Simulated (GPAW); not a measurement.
TiSe in GPAW: the effect of functional

The system is TiSe.

```
Ti Se
1.0
     3.20359    0.00000    0.00000
     0.00000    3.20359    0.00000
     0.00000    0.00000    3.20359
Ti Se
1 1
Direct
  0.00000 0.00000 0.00000
  0.50000 0.50000 0.50000
```

The cell was built by a generator and needn't be a form met in nature.

Alike in all runs:

* Program: GPAW 26.7.0
* Task: relaxation of cell and atoms
* Cutoff: 600 eV
* Basis: pw
* k mesh: 7 × 7 × 7
* Occupations: fermi-dirac, width 0.05 eV
* Spin: no spin polarisation

Each run relaxes the cell or the atoms first.

```csv
functional,potentials or basis,relaxed volume (Å³/atom)
LDA,the program's PAW data sets (release 1.2.1) made for this functional,15.31
PBEsol,PAW data sets generated in the run's folder for this functional,15.72
SCAN,GPAW PAW data sets (gpaw-data 1.2.1),16.24
BLYP,PAW data sets generated in the run's folder for this functional,?
r2SCAN,GPAW PAW data sets (gpaw-data 1.2.1),16.36
PW91,PAW data sets generated in the run's folder for this functional,16.44
AM05,PAW data sets generated in the run's folder for this functional,15.64
```

Task: What does the run with functional BLYP give?

Result: Relaxed volume 17.50 Å³/atom.

Caveats: later steps reuse the first step's grids; the PAW data sets were made with another functional, which shifts forces and pressure a little (some runs); the relaxation stopped at its first step, so nothing moved (some runs).

Runs at the PBE level aren't shown here.
